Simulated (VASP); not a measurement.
## AlN in VASP 6.6.1, single-point calculation

INCAR

```
ENCUT = 520
LWAVE = .FALSE.
SIGMA = 0.01
LREAL = .FALSE.
NELECT = 7.5
NBANDS = 11
PREC = Accurate
NELM = 120
GGA = PS
ISMEAR = 0
LASPH = .TRUE.
NSW = 0
LCHARG = .FALSE.
ISIF = 2
IBRION = -1
EDIFF = 1E-7
```

KPOINTS

```
KPOINTS created by Atomic Simulation Environment
0
Gamma
10 10 10
0 0 0
```

POSCAR

```
Al N
 1.0000000000000000
     0.0000000000000000    2.0188684536385382    2.0188684536385382
     2.0188684536385382    0.0000000000000000    2.0188684536385382
     2.0188684536385382    2.0188684536385382    0.0000000000000000
 Al  N
   1   1
Cartesian
 -0.0000000000000000 -0.0000000000000000  0.0000000000000000
  2.0188684536385382  2.0188684536385382  2.0188684536385382
```

The recommended PBE PAW datasets give the neutral cell 8 valence electrons.

Command

```
mpirun -np 1 vasp_std
```

**Question.** How does this run end, and what does it give?

**Answer.** It converged. Results: pressure -57.1 GPa.

OSZICAR

```
N       E                     dE             d eps       ncg     rms          rms(c)
DAV:   1     0.295107693358E+01    0.29511E+01   -0.33297E+03  1050   0.511E+02
DAV:   2    -0.199362917174E+02   -0.22887E+02   -0.22182E+02  1257   0.131E+02
DAV:   3    -0.205850121786E+02   -0.64872E+00   -0.63392E+00  1257   0.199E+01
DAV:   4    -0.205875842633E+02   -0.25721E-02   -0.25719E-02  1166   0.135E+00
DAV:   5    -0.205876047430E+02   -0.20480E-04   -0.20480E-04  1214   0.118E-01    0.535E+00
DAV:   6    -0.200375736110E+02    0.55003E+00   -0.20900E+00  1151   0.744E+00    0.232E+00
DAV:   7    -0.200055661805E+02    0.32007E-01   -0.17152E-01  1166   0.241E+00    0.136E+00
DAV:   8    -0.200009545415E+02    0.46116E-02   -0.19195E-02  1121   0.101E+00    0.334E-01
DAV:   9    -0.199998557465E+02    0.10988E-02   -0.48255E-03  1160   0.389E-01    0.138E-01
DAV:  10    -0.199998777091E+02   -0.21963E-04   -0.13128E-04  1130   0.892E-02    0.581E-02
DAV:  11    -0.199998739160E+02    0.37931E-05   -0.68664E-06  1175   0.152E-02    0.121E-02
DAV:  12    -0.199998728199E+02    0.10961E-05   -0.21452E-06  1175   0.818E-03    0.276E-03
DAV:  13    -0.199998726769E+02    0.14295E-06   -0.62521E-07  1082   0.449E-03    0.519E-04
DAV:  14    -0.199998726722E+02    0.47263E-08   -0.86873E-09   574   0.779E-04
   1 F= -.19999873E+02 E0= -.19999766E+02  d E =-.212487E-03
```

The cell is charged and sits in a uniform background.

For comparison, a separate PBEsol run of the intended cell, on usual settings and not on those above, gives a gap of 4.59 eV on its mesh and a pressure of 1.4 GPa.
